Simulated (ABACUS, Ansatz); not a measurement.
The equilibrium volume of BN, sorted by core time

**What was measured.** The equilibrium volume of BN (F-43m) is reported as 5.91 Å³/atom at 300 K (a printed reference work). The runs below try to reproduce it.

```
CELL_PARAMETERS angstrom
0.00000 1.81300 1.81300
1.81300 0.00000 1.81300
1.81300 1.81300 0.00000
ATOMIC_POSITIONS crystal
N 0.25000 0.25000 0.25000
B 0.00000 0.00000 0.00000
```

| rung | level | program and potentials | cutoff (eV) | k mesh | smearing | task | core time | chip | equilibrium volume (Å³/atom) | miss | notes |
| --- | --- | --- | --- | --- | --- | --- | --- | --- | --- | --- | --- |
| GGA | revPBE | Ansatz, Ansatz PAW | 420 | 13 × 13 × 13 | fermi-dirac 0.05 | relaxation of cell and atoms | 6.3 s | Arm Neoverse V2 | 6.02 | +1.9 % | potentials made for PBE, which Ansatz adapts in part |
| GGA | RPBE | Ansatz, Ansatz PAW | 420 | 13 × 13 × 13 | fermi-dirac 0.05 | relaxation of cell and atoms | 6.5 s | Arm Neoverse V2 | 6.05 | +2.4 % | potentials made for PBE, which Ansatz adapts in part |
| GGA | BLYP | Ansatz, Ansatz PAW | 420 | 13 × 13 × 13 | fermi-dirac 0.05 | relaxation of cell and atoms | 7.2 s | Arm Neoverse V2 | 6.06 | +2.5 % | potentials made for PBE, which Ansatz adapts in part |
| meta-GGA | r2SCAN | Ansatz, Ansatz PAW | 500 | 13 × 13 × 13 | fermi-dirac 0.05 | relaxation of cell and atoms | 7.5 s | Arm Neoverse V2 | 5.88 | -0.5 % | potentials made for PBE, which Ansatz adapts in part |
| GGA | PBEsol | Ansatz, Ansatz PAW | 420 | 13 × 13 × 13 | fermi-dirac 0.05 | relaxation of cell and atoms | 9 s | Arm Neoverse V1 | 5.86 | -0.8 % | potentials made for PBE, which Ansatz adapts in part |
| LDA | LDA | Ansatz, Ansatz PAW | 420 | 13 × 13 × 13 | fermi-dirac 0.05 | relaxation of cell and atoms | 9.3 s | Arm Neoverse V1 | 5.74 | -2.9 % | potentials made for PBE, which Ansatz adapts in part |
| GGA + dispersion | PBE+D4 | Ansatz, Ansatz PAW | 420 | 13 × 13 × 13 | fermi-dirac 0.05 | relaxation of cell and atoms | 19 s | Intel Xeon | 5.87 | -0.7 % | - |
| GGA | BLYP | ABACUS, PseudoDojo NC SR 0.4.1 PBE standard, plane waves | 1143 | 10 × 10 × 10 | fermi-dirac 0.05 | relaxation of cell and atoms | 20 s | Intel Xeon Platinum 8488C Sapphire Rapids | 6.13 | +3.7 % | potentials made for PBE |
| GGA | PBE | ABACUS, PseudoDojo NC SR 0.4.1 PBE standard, plane waves | 1143 | 13 × 13 × 13 | fermi-dirac 0.05 | equation of state | 3.1 min | Intel Xeon Platinum 8259CL Skylake/Cascade Lake | 5.95 | +0.7 % | - |

Times are single runs on shared hosts and different chips, so they are rough; meshes, cutoffs and the tasks' sizes weigh on the time. All rows: no spin polarisation. Smearing widths are in eV. Meshes differ between rows, which moves values too. Meshes are those of the run's cell of 2 atoms unless a note names another. Relaxations start from the cell shown or near it and stop with a little pressure left. The cell shown, of 5.96 Å³ an atom, is the runs' start and not the measured value. Misses use the values as printed. Runs on faulty files, with rough fits or with known faults for this quantity aren't shown. No row holds spin-orbit coupling.

By rung: LDA 5.74; GGA 5.86 to 6.13; GGA + dispersion 5.87; meta-GGA 5.88 (Å³/atom). Measured: 5.91 Å³/atom at 300 K (a printed reference work). Closest is r2SCAN (-0.5 %), and PBE misses by +0.7 % on plain settings. The runs are for a static lattice, while measurements hold temperature and zero-point motion.
